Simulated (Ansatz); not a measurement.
Input of an Ansatz 0.2.0 run:

Contents of input.yaml:

```yaml
crystal:
  lattice:
    - [0.0, 2.96575, 2.96575]
    - [2.96575, 0.0, 2.96575]
    - [2.96575, 2.96575, 0.0]
  atoms:
    - { symbol: Pb, position: [0.0, 0.0, 0.0] }
    - { symbol: S, position: [0.5, 0.5, 0.5] }
hamiltonian:
  xc: pbe
  pseudopotentials: { kind: paw }
kpoints:
  mp_grid: { grid: [8, 8, 8] }
scf:
  occupations: { method: fixed }
phonons:
  method: dfpt
  dielectric: true
  rigid_motions: translations
  qmesh: [2, 2, 2]
  temperatures: { t_max: 1000, t_step: 100 }
  qpath:
    path:
      - [[0.0, 0.0, 0.0], [0.5, 0.0, 0.5], [0.5, 0.25, 0.75], [0.375, 0.375, 0.75], [0.0, 0.0, 0.0], [0.5, 0.5, 0.5], [0.625, 0.25, 0.625], [0.5, 0.25, 0.75], [0.5, 0.5, 0.5], [0.375, 0.375, 0.75]]
      - [[0.625, 0.25, 0.625], [0.5, 0.0, 0.5]]
    npoints: 8
```

Potentials or basis: Ansatz PAW.

The run is started by

```sh
$ ansatz run input.yaml --threads 2 --pin off --max-ram 5120MiB --backend cpu --events-out ev --progress --plain --runs-dir out
```

Predict the highest phonon frequency, LO-TO splitting left out.

236 cm⁻¹.

What does it give for the band gap on the k mesh?

0.36 eV, direct.

Phonon frequencies in cm⁻¹ (negative: imaginary):
```csv
q point,frequencies
"(0.000, 0.000, 0.000)",0 0 0 69 69 69
"(0.000, 0.000, -0.500)",54 54 108 197 197 236
"(0.000, -0.500, -0.500)",41 41 59 103 103 106
```

Caveat: spin-orbit coupling is left out, which as a rule narrows the gap of such compounds by several tenths of an eV; the q mesh is small, so phonon branches between its points and thermal values are rough. A k mesh can miss the band edges.
